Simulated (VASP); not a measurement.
A run of VASP 6.6.1:

Contents of INCAR:

```
PREC = Accurate ; ENCUT = 350
EDIFF = 1E-5 ; ISMEAR = 0
SIGMA = 0.03 ; LREAL = Auto
LASPH = True ; NELM = 120
ALGO = Normal ; ISIF = 2
LWAVE = False ; LCHARG = False
ISPIN = 2 ; MAGMOM = 0 0 0 0 0 0 0 0 0 0 0 0 0 0 0 0 0 0 0 0 0 0 0 0
LORBIT = 11 ; NUPDOWN = 0
LMAXMIX = 4 ; GGA = PS
NBANDS = 75 ; ISYM = 0
```

The input KPOINTS:

```
Automatic mesh
0
Gamma
  2 3 3
```

Contents of POSCAR:

```
Si23W                                   
1.0
    0.0000000000      8.1555000000      8.1555000000
    5.4370000000      0.0000000000      5.4370000000
    5.4370000000      5.4370000000      0.0000000000
  W               Si            
     1    23
Direct
     0.9948174162062781    0.0007493755180553    0.0016071778648563
     0.9991296078088486    0.9978205752653285    0.5020510261892118
     0.9985592343050458    0.5015678871703616    0.9983110785974573
     0.9981337572704694    0.5012896499868432    0.5025573813308984
     0.3340272782565064    0.0018410954895630    0.9990538603654371
     0.3382059486409186    0.9988503729631398    0.4953947190361815
     0.3376015367942089    0.4980406016992482    0.9967877269312259
     0.3319692704957028    0.5011870612403608    0.4995366633567961
     0.6691610332752440    0.9983276627241744    0.9962484446453295
     0.6647721994984527    0.9992916638954570    0.5048480478266456
     0.6634437951010573    0.5073696799541446    0.9982115634269417
     0.6662380847459690    0.5003778308752120    0.4987118852468063
     0.0856645285215685    0.1251057265302743    0.1254017607729103
     0.0889569121038224    0.1241061131869970    0.6177605755166350
     0.0883359385722695    0.6165700669255112    0.1253694564725786
     0.0827559626433121    0.6248723454945482    0.6253405527690986
     0.4203340292534485    0.1238201106165673    0.1212304935033938
     0.4151989684168425    0.1269280976356660    0.6257410347666642
     0.4140160300572604    0.6288160491685303    0.1252967371685129
     0.4167870664990793    0.6249711867008259    0.6227806552297797
     0.7384246778406827    0.1333809749550203    0.1307873795698679
     0.7505110466688478    0.1263388360472167    0.6230418505286336
     0.7499430953174062    0.6249495820935863    0.1248023356022280
     0.7487265817067588    0.6251664538633807    0.6242285932819177
```

Potentials or basis: VASP PAW PBE potentials, release 64 (W_sv, Si).

The run is started by

```sh
$ cat potpaw_PBE.64/W_sv/POTCAR potpaw_PBE.64/Si/POTCAR > POTCAR
$ mpirun -np 1 vasp_std > vasp.out
```

Hardware: 1 thread of AMD EPYC 7R13 Processor (Zen 3), with other jobs on the host.

Q: Estimate the wall time of this run.

A: Run time: 16 min on 1 thread of AMD EPYC 7R13 Processor (Zen 3), on a shared host, peak memory 0.6 GiB. Counts: scf iterations 14, k points 10.
